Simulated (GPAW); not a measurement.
# In (Im-3m) in GPAW: notebook

One crystal, In, is run at these levels: PBEsol; tasks: band structure.

Everything below comes from runs of GPAW 26.7.0. Logs are shortened: lines on timing, memory, paths and dates and some standing lists are left out, and cuts for length are marked. The log counts tension as positive stress, the text compression.

## 1. Starting point

Symmetry: Im-3m, No. 229, cubic system. The conventional cell has a = 3.765 Å, b = 3.765 Å, c = 3.765 Å, α = 90.00°, β = 90.00°, γ = 90.00°. Around In (site symmetry m-3m) lie 8 In at 3.26 Å.

This isn't the form of In at room conditions, which is tetragonal.

## 2. Band structure, PBEsol

Input file run.py:

```python
from ase import Atoms
from ase.dft.bandgap import bandgap
from ase.io import write
from ase.units import GPa
from gpaw import GPAW, PW, setup_paths

setup_paths.insert(0, '.')

atoms = Atoms(['In'],
              cell=[[-1.88252524, 1.88252524, 1.88252524],
                    [1.88252524, -1.88252524, 1.88252524],
                    [1.88252524, 1.88252524, -1.88252524]],
              scaled_positions=[[0.0, 0.0, 0.0]],
              pbc=True)

calc = GPAW(mode=PW(600),
            xc='PBEsol',
            kpts={'size': (10, 10, 10), 'gamma': True},
            occupations={'name': 'fermi-dirac', 'width': 0.05},
            nbands=14,
            convergence={'density': 1e-05, 'energy': 1e-05},
            maxiter=150,
            txt='gpaw.txt')
atoms.calc = calc
energy = atoms.get_potential_energy()
forces = atoms.get_forces()
stress = atoms.get_stress()
calc.write('gs.gpw')
write('result.traj', atoms)
print(f'Energy: {energy:.6f} eV')
print('Forces (eV/A):')
print(forces.round(4))
print('Stress (GPa):', (stress / GPa).round(3))
print('Fermi level:', round(calc.get_fermi_level(), 4), 'eV')
print(f'Gap: {bandgap(calc)[0]:.4f} eV, direct: {bandgap(calc, direct=True)[0]:.4f} eV')

path = atoms.cell.bandpath('GHNGPH,PN', npoints=60, eps=1e-4)
bs_calc = calc.fixed_density(kpts=path, symmetry='off', nbands=22,
                             convergence={'bands': 'CBM+6.0', 'eigenstates': 1e-6}, txt='bands.txt')
bs = bs_calc.band_structure()
bs.write('bs.json')
print(f'Gap on the path: {bandgap(bs_calc)[0]:.4f} eV')
```

Potentials or basis: PAW data sets generated in the run's folder for this functional, pw.

On the command line:

```
$ gpaw-setup -f PBEsol In
$ OMP_NUM_THREADS=1 python run.py
```

gpaw.txt:

```text
__  _  _
 | _ |_)|_||  |
 |__||  | ||/\| - 26.7.0

Input parameters:
  mode=PW(ecut=600.0),
  convergence={'density': 1e-05, 'energy': 1e-05},
  kpts=MonkhorstPack(size=(10, 10, 10), gamma=True),
  maxiter=150,
  nbands=14,
  occupations=Occupations(name='fermi-dirac', width=0.05),
  xc=XC(name='PBEsol')

Diagonalizing LCAO Hamiltonian
Converting LCAO to pw mode

       In

Atoms  # Å, Bohr magnetons
|   | symbol |        x |        y |        z |    initial magnetic moments |
|---|--------|----------|----------|----------|-----------------------------|
| 0 |     In | 0.000000 | 0.000000 | 0.000000 | ( 0.0000,  0.0000,  0.0000) |

Unit cell  # Å
| periodic |         x |         y |         z |  lengths |     angles |
|----------|-----------|-----------|-----------|----------|------------|
|      yes | -1.882525 |  1.882525 |  1.882525 | 3.260629 | 109.471221 |
|      yes |  1.882525 | -1.882525 |  1.882525 | 3.260629 | 109.471221 |
|      yes |  1.882525 |  1.882525 | -1.882525 | 3.260629 | 109.471221 |

Number of symmetries: 48
Symmetry operations  # r_c * U_cc + t_c -> r_c
|    | kind |            matrix            |
|----|------|------------------------------|
|  0 |  σ   |  1, 1, 1,  0, 0,-1,  0,-1, 0 |
|  1 |  C4  |  1, 1, 1,  0, 0,-1, -1, 0, 0 |
|  2 |  C2  |  1, 1, 1,  0,-1, 0,  0, 0,-1 |
|  3 |  S6  |  1, 1, 1,  0,-1, 0, -1, 0, 0 |
|  4 |  S6  |  1, 1, 1, -1, 0, 0,  0, 0,-1 |
|  5 |  C4  |  1, 1, 1, -1, 0, 0,  0,-1, 0 |
|  6 |  E   |  1, 0, 0,  0, 1, 0,  0, 0, 1 |
|  7 |  σ   |  1, 0, 0,  0, 1, 0, -1,-1,-1 |
|  8 |  σ   |  1, 0, 0,  0, 0, 1,  0, 1, 0 |
|  9 |  C3  |  1, 0, 0,  0, 0, 1, -1,-1,-1 |
| 10 |  C3  |  1, 0, 0, -1,-1,-1,  0, 1, 0 |
| 11 |  σ   |  1, 0, 0, -1,-1,-1,  0, 0, 1 |
| 12 |  σ   |  0, 1, 0,  1, 0, 0,  0, 0, 1 |
| 13 |  C2  |  0, 1, 0,  1, 0, 0, -1,-1,-1 |
| 14 |  C3  |  0, 1, 0,  0, 0, 1,  1, 0, 0 |
| 15 |  S4  |  0, 1, 0,  0, 0, 1, -1,-1,-1 |
| 16 |  S4  |  0, 1, 0, -1,-1,-1,  1, 0, 0 |
| 17 |  C3  |  0, 1, 0, -1,-1,-1,  0, 0, 1 |
| 18 |  C3  |  0, 0, 1,  1, 0, 0,  0, 1, 0 |
| 19 |  S4  |  0, 0, 1,  1, 0, 0, -1,-1,-1 |
| 20 |  σ   |  0, 0, 1,  0, 1, 0,  1, 0, 0 |
| 21 |  C3  |  0, 0, 1,  0, 1, 0, -1,-1,-1 |
| 22 |  C2  |  0, 0, 1, -1,-1,-1,  1, 0, 0 |
| 23 |  S4  |  0, 0, 1, -1,-1,-1,  0, 1, 0 |
| 24 |  C4  |  0, 0,-1,  1, 1, 1,  0,-1, 0 |
| 25 |  σ   |  0, 0,-1,  1, 1, 1, -1, 0, 0 |
| 26 |  S6  |  0, 0,-1,  0,-1, 0,  1, 1, 1 |
| 27 |  C2  |  0, 0,-1,  0,-1, 0, -1, 0, 0 |
| 28 |  C4  |  0, 0,-1, -1, 0, 0,  1, 1, 1 |
| 29 |  S6  |  0, 0,-1, -1, 0, 0,  0,-1, 0 |
| 30 |  S6  |  0,-1, 0,  1, 1, 1,  0, 0,-1 |
| 31 |  C4  |  0,-1, 0,  1, 1, 1, -1, 0, 0 |
| 32 |  C4  |  0,-1, 0,  0, 0,-1,  1, 1, 1 |
| 33 |  S6  |  0,-1, 0,  0, 0,-1, -1, 0, 0 |
| 34 |  σ   |  0,-1, 0, -1, 0, 0,  1, 1, 1 |
| 35 |  C2  |  0,-1, 0, -1, 0, 0,  0, 0,-1 |
| 36 |  C2  | -1, 0, 0,  1, 1, 1,  0, 0,-1 |
| 37 |  S6  | -1, 0, 0,  1, 1, 1,  0,-1, 0 |
| 38 |  S6  | -1, 0, 0,  0, 0,-1,  1, 1, 1 |
| 39 |  C2  | -1, 0, 0,  0, 0,-1,  0,-1, 0 |
| 40 |  C2  | -1, 0, 0,  0,-1, 0,  1, 1, 1 |
| 41 |  i   | -1, 0, 0,  0,-1, 0,  0, 0,-1 |
| 42 |  S4  | -1,-1,-1,  1, 0, 0,  0, 1, 0 |
| 43 |  C3  | -1,-1,-1,  1, 0, 0,  0, 0, 1 |
| 44 |  C3  | -1,-1,-1,  0, 1, 0,  1, 0, 0 |
| 45 |  σ   | -1,-1,-1,  0, 1, 0,  0, 0, 1 |
| 46 |  S4  | -1,-1,-1,  0, 0, 1,  1, 0, 0 |
| 47 |  C2  | -1,-1,-1,  0, 0, 1,  0, 1, 0 |

BZ-sampling:
  Number of BZ points: 1000
  Number of IBZ points: 47

  Monkhorst-Pack size: [10, 10, 10]
  Monkhorst-Pack shift: [0.05, 0.05, 0.05]

K-points  # in reciprocal-cell coordinates
|     |                                coordinates |     weight |
|-----|--------------------------------------------|------------|
|   0 | (  0.00000000,   0.00000000,   0.00000000) | 0.00100000 |
|   1 | (  0.10000000,   0.00000000,   0.00000000) | 0.01200000 |
|   2 | (  0.10000000,   0.10000000,  -0.10000000) | 0.00600000 |
|   3 | (  0.20000000,   0.00000000,  -0.10000000) | 0.02400000 |
|   4 | (  0.20000000,   0.00000000,   0.00000000) | 0.01200000 |
|   5 | (  0.20000000,   0.10000000,  -0.10000000) | 0.02400000 |
|   6 | (  0.20000000,   0.20000000,  -0.20000000) | 0.00600000 |
|   7 | (  0.30000000,  -0.10000000,  -0.10000000) | 0.00800000 |
|   8 | (  0.30000000,   0.00000000,  -0.10000000) | 0.04800000 |
|   9 | (  0.30000000,   0.00000000,   0.00000000) | 0.01200000 |
| ... |                                            |            |
|  46 | (  0.50000000,   0.50000000,   0.50000000) | 0.00100000 |

Plane wave coefficients: 935
Cutoff: 600.0 eV

Spin-components: 1 (collinear spins)
Bands:           14
Projectors:      6
Spin-degeneracy: 2
Datatype:        complex128

Parallelization:
  kpt:    1
  domain: 1
  band:   1

Density:
  Valence electrons: 13.0
  Components: 1
  Grid points: [20 20 20]
  Charge: 0.0  # |e|

Potential:
  Grid points: [20 20 20]

species:
  In:
    name:    Indium
    Z:       49.0
    valence: 13
    core:    36
    charge:  0.0  # [|e|]
    compensation charges:
      type: gauss
      rc: 0.36  # [Å]
      lmax: 2
    cutoffs:
      filter: 2.09  # [Å]
      core: 2.48  # [Å]
    projectors
    | kind |    occ | energy [eV] | rcut [Å] |
    |------|--------|-------------|----------|
    |   5s |  2.000 |      -8.248 |    1.185 |
    |   5p |  1.000 |      -2.521 |    1.244 |
    |   4d | 10.000 |     -18.596 |    1.148 |
    |    s |        |      18.964 |    1.185 |
    |    p |        |      24.691 |    1.244 |
    |    d |        |       8.615 |    1.148 |

    Using partial waves for In as LCAO basis

Reference energy: -159902.609223  # eV

eigensolver:
  PPCG
  Converge bands: occupied
  niter=2

density mixing:
  MSR1-Mixer
  Pratt-step length: 0.05
  Maximum mixing coefficient: 0.75
  Old densities: 10
  SVD Regularization: 0.005
  Good broyden scale: 1.0
  Trust region scale: 1.0
  Backstep threshold: 4.0
  History deletion threshold: 6.0
  Fourier metric: weight=20.0, sigma=0.015

occupation numbers:
  Fermi-Dirac:
    width: 0.0500  # eV

poisson solver:
  ecut: 4800.0  # eV

xc functional:
  name: PBEsol with 2 nearest neighbor stencil

convergence criteria:
[... 6 lines left out ...]
|iter     | |      energy | eigst |  dens |
|---------|-|-------------|-------|-------|
|iter:   1| |   -3.223887 | -0.47 |       |
|iter:   2| |   -3.219596 | -2.53 | -1.58 |
|iter:   3| |   -3.189968 | -2.69 | -1.61 |
|iter:   4| |   -3.189129 | -3.94 | -2.09 |
|iter:   5| |   -3.189201 | -4.61 | -2.71 |
|iter:   6| |   -3.189207c| -6.12 | -3.60 |
|iter:   7| |   -3.189208c| -7.07 | -4.20 |
|iter:   8| |   -3.189208c| -8.42c| -5.41c|

Converged in 8 steps
Energy contributions relative to reference atoms: (reference = -159902.609223)

Energy contributions:
  Kinetic:          10.062819
  Coulomb:          -9.319545
  Zero:              0.159335
  External:          0.000000
  Xc:               -4.089064
  Entropy:          -0.005505
  Spinorbit:         0.000000
  ----------------------------
  Free energy:      -3.191960
  Extrapolated:     -3.189208

dipole moment: (-6.376625, -6.376625, -6.376625)  # |e|*Ang

Fermi level: 6.516
Eigenvalues  # (at kpt = [0.000, 0.000, 0.000])
| band index |      eig [eV] | occ [0-2] |
|------------|---------------|-----------|
|          0 |        -7.886 |     2.000 |
|          1 |        -7.886 |     2.000 |
|          2 |        -7.886 |     2.000 |
|          3 |        -7.616 |     2.000 |
|          4 |        -7.616 |     2.000 |
|          5 |        -2.817 |     2.000 |
|          6 |        17.436 |     0.000 |
|          7 |        17.436 |     0.000 |
|          8 |        17.436 |     0.000 |
|          9 |        19.626 |     0.000 |
|         10 |        19.626 |     0.000 |
|         11 |        19.626 |     0.000 |
|         12 |        21.479 |     0.000 |
|         13 |        21.480 |     0.000 |

No gap
No difference between direct/indirect transitions

Forces  # eV/Ang
|        x |        y |       z |
|----------|----------|---------|
| -0.00000 | -0.00000 | 0.00000 |  # In   0

Stress tensor  # eV/Ang^3
|         x |         y |         z |
|-----------|-----------|-----------|
|  0.010365 |  0.000000 | -0.000000 |
|  0.000000 |  0.010365 | -0.000000 |
| -0.000000 | -0.000000 |  0.010365 |

# Writing to gs.gpw (mode='')
```

It took 8.9 s on 1 thread of AMD EPYC 9R45 (Zen 5), shared host; peak memory 0.18 GiB.

What came out:

```
Free energy             : -3.1920 eV
Pressure                : -1.7 GPa
Band gap along the path : none (metal or under the smearing width)
```

Levels at the corners of the path, in eV from the Fermi level:
```
point  band 2  band 3  band 4  band 5  band 6  band 7  band 8  band 9  band 10  band 11
    Γ  -14.40  -14.40  -14.13  -14.13   -9.33   10.92   10.92   10.92    13.11    13.11
    H  -14.51  -14.00  -14.00  -14.00    0.96    1.31    1.31    1.31     5.35     5.35
    N  -14.44  -14.15  -14.13  -13.96   -3.84   -3.05    5.87    7.32    10.10    10.12
    Γ  -14.40  -14.40  -14.13  -14.13   -9.33   10.92   10.92   10.92    13.11    13.11
    P  -14.31  -14.31  -14.13  -14.13   -2.27    0.20    0.20    0.20    20.02    20.02
    H  -14.51  -14.00  -14.00  -14.00    0.96    1.31    1.31    1.31     5.35     5.35
    P  -14.31  -14.31  -14.13  -14.13   -2.27    0.20    0.20    0.20    20.02    20.02
    N  -14.44  -14.15  -14.13  -13.96   -3.84   -3.05    5.87    7.32    10.10    10.12
```

Caveat: spin-orbit coupling is left out, which moves the levels of the heavy elements.

## 3. Band structure, PBEsol, spin-orbit coupling, no magnetisation

Changes to run.py since step 2:

```diff
@@ -1 +1,2 @@
+import numpy as np
 from ase import Atoms
@@ -5,2 +6,3 @@
 from gpaw import GPAW, PW, setup_paths
+from gpaw.spinorbit import soc_eigenstates
 
@@ -42 +44,7 @@
 print(f'Gap on the path: {bandgap(bs_calc)[0]:.4f} eV')
+
+soc = soc_eigenstates(bs_calc, theta=90, phi=0)
+np.savetxt('soc_bands.dat', soc.eigenvalues(), fmt='%.4f')
+mesh = soc_eigenstates('gs.gpw', theta=90, phi=0)
+np.savetxt('soc_mesh.dat', mesh.eigenvalues(), fmt='%.4f')
+print('Fermi level with spin-orbit coupling:', round(mesh.fermi_level, 4), 'eV')
```

Potentials or basis: PAW data sets generated in the run's folder for this functional, pw.

On the command line:

```
$ gpaw-setup -f PBEsol In
$ OMP_NUM_THREADS=1 python run.py
```

It took 9.8 s on 1 thread of AMD EPYC 9R45 (Zen 5), shared host; peak memory 0.22 GiB.

Results (log left out):

```yaml
Free_energy: -3.1920 eV
Pressure: -1.7 GPa
Band_gap_along_the_path: none (metal or under the smearing width)
```

Levels at the corners of the path, in eV from the Fermi level:
```csv
point,band 8,band 9,band 10,band 11,band 12,band 13,band 14,band 15,band 16,band 17
Γ,-13.86,-13.86,-13.86,-9.32,-9.32,10.12,10.12,11.33,11.33,11.33
H,-13.88,-13.64,-13.64,0.93,0.93,0.97,0.97,1.51,1.51,1.51
N,-13.88,-13.69,-13.69,-3.83,-3.83,-3.06,-3.06,5.84,5.84,7.36
Γ,-13.86,-13.86,-13.86,-9.32,-9.32,10.12,10.12,11.33,11.33,11.33
P,-13.84,-13.84,-13.84,-2.26,-2.26,-0.04,-0.04,0.33,0.33,0.33
H,-13.88,-13.64,-13.64,0.93,0.93,0.97,0.97,1.51,1.51,1.51
P,-13.84,-13.84,-13.84,-2.26,-2.26,-0.04,-0.04,0.33,0.33,0.33
N,-13.88,-13.69,-13.69,-3.83,-3.83,-3.06,-3.06,5.84,5.84,7.36
```

Caveat: spin-orbit coupling was added after a scalar SCF, so levels and gaps hold it while energy, forces, pressure and moments don't; this program's spin-orbit splittings come out too wide for heavy elements.
